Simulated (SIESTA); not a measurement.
AlN under changes of volume

One of the cells (10.417 Å³/atom); the others are scaled copies at fixed shape and fractional positions:

```
CELL_PARAMETERS angstrom
0.00000 2.18399 2.18399
2.18399 0.00000 2.18399
2.18399 2.18399 0.00000
ATOMIC_POSITIONS crystal
Al 0.00000 0.00000 0.00000
N 0.25000 0.25000 0.25000
```

Measurements of this composition are mostly on another form, of space group No. 186.

| Property | Result |
| --- | --- |
| Program | SIESTA 5.4.2 |
| Functional | LDA |
| Potentials or basis | PseudoDojo 0.4 standard (LDA files) |
| Basis | DZP (energy shift 0.003 Ry) |
| Grid cutoff | 800 Ry |
| Energy shift | 0.003 Ry |
| k mesh | 10 × 10 × 10 |
| Occupations | fermi-dirac, width 0.05 eV |
| Spin | no spin polarisation |

```tsv
volume (Å³/atom)	energy over the lowest point (meV/atom)	pressure (GPa)	gap on the mesh (eV)
9.792	15.43	10.8	3.22
10.001	?	?	?
10.209	0.00	1.4	3.22
10.417	0.91	-2.7	3.22
10.626	6.93	-6.5	3.21
10.834	17.62	-9.9	3.21
11.042	32.51	-13.0	3.20
```

Problem. What does the run at 10.001 Å³/atom give?

Solution. Energy over the lowest point 4.66 meV/atom; pressure 5.9 GPa; gap on the mesh 3.22 eV.

Worked out: A Birch-Murnaghan fit of order 3 (a polynomial in V^(-2/3)) to the other rows has its minimum at 10.28 Å³/atom with B0 = V·E''(V) = 205 GPa and B' = 3.4. It gives 4.64 meV/atom at 10.001 Å³/atom, against the run's 4.66, and -dE/dV = 5.8 GPa, against 5.9. A straight line through the other rows of the gap, of slope -0.163 eV per unit of ln V, gives 3.22 eV, against the run's 3.22.

Energies are extrapolated to zero smearing.

Caveats: the basis of atomic orbitals isn't converged, which shifts pressures, moduli and gaps.

A mesh can miss the band edges.
